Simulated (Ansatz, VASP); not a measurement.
One calculation of PbSe, two programs

```
Pb Se
1.0
     0.00000    3.08746    3.08746
     3.08746    0.00000    3.08746
     3.08746    3.08746    0.00000
Pb Se
1 1
Direct
  0.00000 0.00000 0.00000
  0.50000 0.50000 0.50000
```

Change from the starting cell: volume scaled by 1.025, PAW files.

Alike in both runs: task electric field gradients; functional PBE; k mesh 7 × 7 × 7; occupations fermi-dirac, width 0.02 eV; no spin polarisation.

|  | VASP | Ansatz |
| --- | --- | --- |
| version | VASP 6.6.1 | Ansatz 0.2.0 |
| potentials or method | VASP PAW PBE potentials, release 64 (Pb_d, Se) | PAW with Ansatz's default frozen-core files, scalar-relativistic |
| plane-wave cutoff (eV) | 520 | 420 |
| valence electrons in the cell | 20 | 30 |

|  | VASP | Ansatz | Ansatz less VASP |
| --- | --- | --- | --- |
| gap on the k mesh at the Fermi level (eV) | 0.89 | 0.89 | -0.002 |
| pressure (GPa) | 1.0 | 1.0 | +0.01 |
| Vzz of the field gradient on the site that differs most (V/Å²) | 0.0 | 0.0 | 0.00 |

With one functional, cell and mesh, what is left measures potentials, basis and numerics. The two sets of potentials don't hold the same shells in valence. Ansatz warned: «gradients_without_spin_orbit».

The runs have no spin-orbit coupling, so splittings on Pb are missing.
